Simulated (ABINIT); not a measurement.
# BaTiO3 (P4mm) in ABINIT: reference runs, part 2 of 2

ABINIT 10.8.3 (patched build). Earlier steps stand in the parts before.

## (3) Single point, PBE

The input, run.py:

```python
import json, os
import numpy as np
from ase.units import GPa
from ase.calculators.abinit import Abinit, AbinitProfile
from ase import Atoms

atoms = Atoms(['Ba', 'Ti', 'O', 'O', 'O'],
              cell=[[3.9998, 0.0, 0.0], [0.0, 3.9998, 0.0], [0.0, 0.0, 4.018]],
              scaled_positions=[[0.0, 0.0, 0.0], [0.5, 0.5, 0.49], [0.0, 0.5, 0.517], [0.5, 0.0, 0.517], [0.5, 0.5, 0.019]],
              pbc=True)

profile = AbinitProfile(command='abinit', pp_paths=[os.path.abspath('pseudos')])
params = dict(
    pps='pawxml', xc='PBE',
    ecut=625.8619,
    pawecutdg=1224.5124,
    kptopt=1,
    ngkpt=[7, 7, 7],
    nshiftk=1,
    shiftk=[0.0, 0.0, 0.0],
    ixc=11,
    nband=24,
    occopt=3,
    tsmear=0.05,
    nstep=100,
    tolvrs=1e-09,
    prtwf=0,
    prtden=0,
)

atoms.calc = Abinit(profile=profile, directory='run', **params)
energy = atoms.get_potential_energy()
forces = atoms.get_forces()
stress = atoms.get_stress()
print(f'energy {energy:.6f} eV')
print('forces (eV/A)')
print(np.round(forces, 5))
print('stress (GPa, Voigt, tension positive)', np.round(stress / GPa, 4))
json.dump(dict(energy=energy, forces=forces.tolist(), stress=stress.tolist(), cell=atoms.cell.tolist(), frac=atoms.get_scaled_positions(wrap=False).tolist()), open('results.json', 'w'))
```

Potentials or basis: JTH PAW PBE v2.0.

Launch:

```console
$ python run.py
```

Log:

```text
energy -3626.174043 eV
forces (eV/A)
[[-0.      -0.       0.0683 ]
 [-0.      -0.      -0.12295]
 [-0.      -0.      -0.11813]
 [-0.      -0.      -0.11813]
 [-0.      -0.       0.29092]]
stress (GPa, Voigt, tension positive) [-3.279  -3.279  -4.2134  0.      0.      0.    ]
```

abinit.in:

```text
ecut 625.8619 eV
ixc 11
kptopt 1
natom 5
nband 24
ngkpt
7 7 7
nshiftk 1
nsppol 1
nstep 100
occopt 3
pawecutdg 1224.5124 eV
prtden 0
prtwf 0
shiftk
0.0 0.0 0.0
tolvrs 1e-09
tsmear 0.05 eV
#Definition of the unit cell
acell
1.00000000000000 1.00000000000000 1.00000000000000 Angstrom
rprim
3.99980000000000 0.00000000000000 0.00000000000000
0.00000000000000 3.99980000000000 0.00000000000000
0.00000000000000 0.00000000000000 4.01800000000000
chkprim 0 # Allow non-primitive cells
#Definition of the atom types
ntypat 3
znucl 8 22 56
#Enumerate different atomic species
typat
 3 2 1 1 1
pseudos "./pseudos/O.GGA_PBE-JTH.xml,
./pseudos/Ti.GGA_PBE-JTH.xml,
./pseudos/Ba.GGA_PBE-JTH.xml"
#Definition of the atoms
xcart
0.00000000000000 0.00000000000000 0.00000000000000
3.77926327906127 3.77926327906127 3.72053059107026
0.00000000000000 3.77926327906127 3.92553941955781
3.77926327906127 0.00000000000000 3.92553941955781
3.77926327906127 3.77926327906127 0.14426547189864
chkexit 1 # abinit.exit file in the running directory terminates after the current SCF
```

abinit.abo:

```text
.Version 10.8.3 of ABINIT
 Symmetries : space group P4 m m (# 99); Bravais tP (primitive tetrag.)
================================================================================
 Values of the parameters that define the memory need of the present run
     intxc =       0    ionmov =       0      iscf =      17    lmnmax =      18
     lnmax =       6     mgfft =      36  mpssoang =       3    mqgrid =    3001
     natom =       5  nloc_mem =       2    nspden =       1   nspinor =       1
    nsppol =       1      nsym =       8    n1xccc =       1    ntypat =       3
    occopt =       3   xclevel =       2
       mpw =        2303          nfft =       46656          nkpt =          40
 PAW method is used; the additional fine FFT grid is defined by:
   mgfftf=        48    nfftf =    110592
================================================================================
================================================================================

--------------------------------------------------------------------------------
------------- Echo of variables that govern the present computation ------------
--------------------------------------------------------------------------------
 -outvars: echo values of preprocessed input variables --------
            acell      1.8897261259E+00  1.8897261259E+00  1.8897261259E+00 Bohr
              amu      1.59994000E+01  4.78800000E+01  1.37327000E+02
          chkexit           1
          chkprim           0
             ecut      2.30000006E+01 Hartree
              ixc          11
         kptrlatt        7    0    0      0    7    0      0    0    7
          kptrlen      5.29096859E+01
            natom           5
            nband          24
            ngfft          36      36      36
          ngfftdg          48      48      48
             nkpt          40
            nstep         100
             nsym           8
           ntypat           3
           occopt           3
        pawecutdg      4.50000007E+01 Hartree
         pawxcdev           0
           prtden           0
            prtwf           0
            rprim      3.9998000000E+00  0.0000000000E+00  0.0000000000E+00
                       0.0000000000E+00  3.9998000000E+00  0.0000000000E+00
                       0.0000000000E+00  0.0000000000E+00  4.0180000000E+00
          spgroup          99
           tolvrs      1.00000000E-09
           tsmear      1.83746611E-03 Hartree
            typat      3  2  1  1  1
           useylm           1
           xangst      0.0000000000E+00  0.0000000000E+00  0.0000000000E+00
                       1.9999000000E+00  1.9999000000E+00  1.9688199999E+00
                       0.0000000000E+00  1.9999000000E+00  2.0773059999E+00
[... 190 lines left out ...]
    4     -0.00000000000000    -0.00000000000000    -0.11813378755248
    5     -0.00000000000000    -0.00000000000000     0.29092345933118
 frms,max,avg= 9.3925423E-02 2.9092346E-01   0.000E+00  0.000E+00 -2.199E-03 e/A
 length scales=  1.889726125908  1.889726125908  1.889726125908 bohr
              =  1.000000000000  1.000000000000  1.000000000000 angstroms
 Fermi (or HOMO) energy (hartree) =   0.18658   Average Vxc (hartree)=  -0.41573
 Eigenvalues (hartree) for nkpt=  40  k points:
 kpt#   1, nband= 24, wtk=  0.00292, kpt=  0.0000  0.0000  0.0000 (reduced coord)
  -1.92476   -1.05194   -1.05082   -1.05082   -0.75966   -0.46847   -0.44472   -0.44259
  -0.21474   -0.21474   -0.21464    0.06785    0.06831    0.06831    0.10812    0.10812
   0.11154    0.14236    0.14291    0.14291    0.21914    0.22706    0.22706    0.30037
      occupation numbers for kpt#   1
   2.00000    2.00000    2.00000    2.00000    2.00000    2.00000    2.00000    2.00000
   2.00000    2.00000    2.00000    2.00000    2.00000    2.00000    2.00000    2.00000
   2.00000    2.00000    2.00000    2.00000    0.00000    0.00000    0.00000    0.00000
 prteigrs : prtvol=0 or 1, do not print more k-points.

--- !EnergyTerms
iteration_state     : {dtset: 1, }
comment             : Components of total free energy in Hartree
kinetic             :  3.97034458146220E+01
hartree             :  2.94353906654345E+01
xc                  : -2.18728319011725E+01
Ewald energy        : -1.03499980157099E+02
psp_core            :  9.30927812571246E+00
local_psp           : -9.02145700862261E+01
PAW spherical_terms :  3.87982935784172E+00
internal            : -1.33259438180887E+02
'-kT*entropy'       : -2.35339027265647E-11
total_energy        : -1.33259438180911E+02
total_energy_eV     : -3.62617404326319E+03
...

--- !EnergyTermsDC
iteration_state     : {dtset: 1, }
comment             : '"Double-counting" decomposition of free energy'
band_energy         : -1.42890272342460E+01
Ewald energy        : -1.03499980157099E+02
psp_core            :  9.30927812571246E+00
xc_dc               : -2.77227890468255E+01
PAW spherical_terms :  2.94308118676176E+00
internal            : -1.33259437125697E+02
'-kT*entropy'       : -2.35339027265647E-11
total_energy_dc     : -1.33259437125720E+02
total_energy_dc_eV  : -3.62617401454999E+03
...

--- !EnergyTermsWithPAWCore
iteration_state     : {dtset: 1, }
comment             : 'Components of total free energy, including PAW core contributions'
Total energy        : -9.21556054444623E+03
Total energy DC     : -9.21556054339104E+03
Total energy (eV)   : -2.50768177448149E+05
Total energy DC (eV): -2.50768177419436E+05
...

 Cartesian components of stress tensor (hartree/bohr^3)
  sigma(1 1)= -1.11450717E-04  sigma(3 2)=  0.00000000E+00
  sigma(2 2)= -1.11450717E-04  sigma(3 1)=  0.00000000E+00
  sigma(3 3)= -1.43209140E-04  sigma(2 1)=  0.00000000E+00

-Cartesian components of stress tensor (GPa)         [Pressure=  3.5904E+00 GPa]
- sigma(1 1)= -3.27899331E+00  sigma(3 2)=  0.00000000E+00
- sigma(2 2)= -3.27899331E+00  sigma(3 1)=  0.00000000E+00
- sigma(3 3)= -4.21335837E+00  sigma(2 1)=  0.00000000E+00

== END DATASET(S) ==============================================================
================================================================================

 -outvars: echo values of variables after computation  --------
            acell      1.8897261259E+00  1.8897261259E+00  1.8897261259E+00 Bohr
           etotal     -1.3325943713E+02
            fcart     -0.0000000000E+00 -0.0000000000E+00  1.3281774937E-03
                      -0.0000000000E+00 -0.0000000000E+00 -2.3910652162E-03
                      -0.0000000000E+00 -0.0000000000E+00 -2.2973364019E-03
                      -0.0000000000E+00 -0.0000000000E+00 -2.2973364019E-03
                      -0.0000000000E+00 -0.0000000000E+00  5.6575605263E-03
            rprim      3.9998000000E+00  0.0000000000E+00  0.0000000000E+00
                       0.0000000000E+00  3.9998000000E+00  0.0000000000E+00
                       0.0000000000E+00  0.0000000000E+00  4.0180000000E+00
           strten     -1.1145071738E-04 -1.1145071738E-04 -1.4320914031E-04
                       0.0000000000E+00  0.0000000000E+00  0.0000000000E+00
           xangst      0.0000000000E+00  0.0000000000E+00  0.0000000000E+00
                       1.9999000000E+00  1.9999000000E+00  1.9688199999E+00
                       0.0000000000E+00  1.9999000000E+00  2.0773059999E+00
                       1.9999000000E+00  0.0000000000E+00  2.0773059999E+00
                       1.9999000000E+00  1.9999000000E+00  7.6341999997E-02
             xred      0.0000000000E+00  0.0000000000E+00  0.0000000000E+00
                       5.0000000000E-01  5.0000000000E-01  4.8999999998E-01
                       0.0000000000E+00  5.0000000000E-01  5.1699999998E-01
                       5.0000000000E-01  0.0000000000E+00  5.1699999998E-01
                       5.0000000000E-01  5.0000000000E-01  1.8999999999E-02
 Calculation completed.
```

Wall time 1.9 min (1 thread of Arm Neoverse V1, shared host); peak memory 0.18 GiB.

What came out:

```
Free energy            : -3626.1740 eV
Pressure               : 3.6 GPa
Largest force          : 0.291 eV/Å
Band gap on the k mesh : 1.89 eV, indirect (least direct gap 2.07 eV)
```

Forces on the atoms (eV/Å):
```
Ba   0.000  0.000  0.068
Ti   0.000  0.000 -0.123
O    0.000  0.000 -0.118
O    0.000  0.000 -0.118
O    0.000  0.000  0.291
```

Stress tensor (GPa, compression positive):
```
3.28 0.00 0.00
0.00 3.28 0.00
0.00 0.00 4.21
```

Levels at points of the mesh, in eV from the valence-band top:
| k point | band 18 | band 19 | band 20 | band 21 | band 22 | band 23 |
| --- | --- | --- | --- | --- | --- | --- |
| (0.00, 0.00, 0.00) | -0.20 | -0.19 | -0.19 | 1.89 | 2.10 | 2.10 |

Caveat: this set's barium file shifts pressures by 1.5 GPa and gaps by 0.1 eV against other sets; spin-orbit coupling is left out, which moves the levels of the heavy elements; an odd mesh through Γ misses points on the zone boundary, where band edges often lie; the atomic spheres overlap.

## (4) Single point, PBE (atoms moved at random, drawn with an rms of 0.05 Å)

The input, run.abi:

```
pp_dirpath "./"
pseudos "Ba.GGA_PBE-JTH.xml, Ti.GGA_PBE-JTH.xml, O.GGA_PBE-JTH.xml"

acell 3*1.0
rprim
     7.5585265533     0.0000000000     0.0000000000
     0.0000000000     7.5585265533     0.0000000000
     0.0000000000     0.0000000000     7.5929195687
ntypat 3
znucl 56 22 8
natom 5
typat 1 2 3 3 3
xred
    -0.0099110000     0.0153840000    -0.0038750000
     0.4968850000     0.5003450000     0.4933810000
    -0.0036910000     0.5004510000     0.5125520000
     0.5134300000     0.0004610000     0.5216300000
     0.5064820000     0.4930380000     0.0246330000
chkprim 0
chksymtnons 0
tolsym 1.0e-6

ecut 23.0
pawecutdg 45.0

kptopt 1
ngkpt 7 7 7
nshiftk 1
shiftk 0.0 0.0 0.0

ixc 11

nband 24
occopt 3
tsmear 0.00183747

nstep 100
tolvrs 1.0e-9

iomode 3
prtwf 0
prteig 0
prtebands 0
prtden 1
prtvha 1
prtvclmb 1
prtpot 1
```

Launch:

```console
$ abinit run.abi > log 2>&1
```

Wall time 8.1 min (1 thread of Arm Neoverse V1, shared host); peak memory 0.38 GiB.

Results (log left out):

* Free energy: -3626.1316 eV
* Pressure: 4.1 GPa
* Largest force: 0.575 eV/Å
* Band gap on the k mesh: 1.90 eV, indirect (least direct gap 2.08 eV)

Forces on the atoms (eV/Å):
```
Ba   0.291 -0.426  0.253
Ti  -0.013  0.180 -0.262
O    0.449  0.075  0.064
O   -0.440 -0.054 -0.128
O   -0.287  0.225  0.073
```

Stress tensor (GPa, compression positive):
```
 3.93 -0.22  0.47
-0.22  3.50 -0.19
 0.47 -0.19  4.97
```

Levels at points of the mesh, in eV from the valence-band top:
```tsv
k point	band 18	band 19	band 20	band 21	band 22	band 23
(0.00, 0.00, 0.00)	-0.25	-0.21	-0.18	1.90	2.08	2.15
```

Caveat: this set's barium file shifts pressures by 1.5 GPa and gaps by 0.1 eV against other sets; spin-orbit coupling is left out, which moves the levels of the heavy elements; an odd mesh through Γ misses points on the zone boundary, where band edges often lie; the atomic spheres overlap.
